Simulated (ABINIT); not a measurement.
Runs of ABINIT 10.8.3 (patched build) on TaN. It takes space group Fm-3m (No. 225, cubic). The conventional cell has a = 4.423 Å, b = 4.423 Å, c = 4.423 Å, α = 90.00°, β = 90.00°, γ = 90.00°. Around Ta (site symmetry m-3m) lie 6 N at 2.21 Å. Around N (site symmetry m-3m) lie 6 Ta at 2.21 Å. The cell comes from a database or a generator and needn't be the stable form of this composition.

```tsv
level	gap on the mesh (eV)	pressure (GPa)
RPBE	none	(a)
r2SCAN	none	-3.9
PW91	none	(b)
AM05	none	-12.3
BLYP	none	10.0
```

Alike in all rows: task single point; potentials or basis JTH PAW PBE v2.0; no spin polarisation; cell as given; k mesh 10 × 10 × 10; cutoff (eV) 844; smearing fermi-dirac 0.05 eV.

Task: Estimate the missing entries.

Result: (a) 2.9; (b) -1.5.

Caveats: the highest band is partly filled, so the run has too few bands; the PAW data sets were made with another functional, which shifts forces and pressure a little.

A k mesh can miss the band edges, and the runs leave out spin-orbit coupling on Ta.

A gap of «none» marks a metal or a gap under the smearing width.
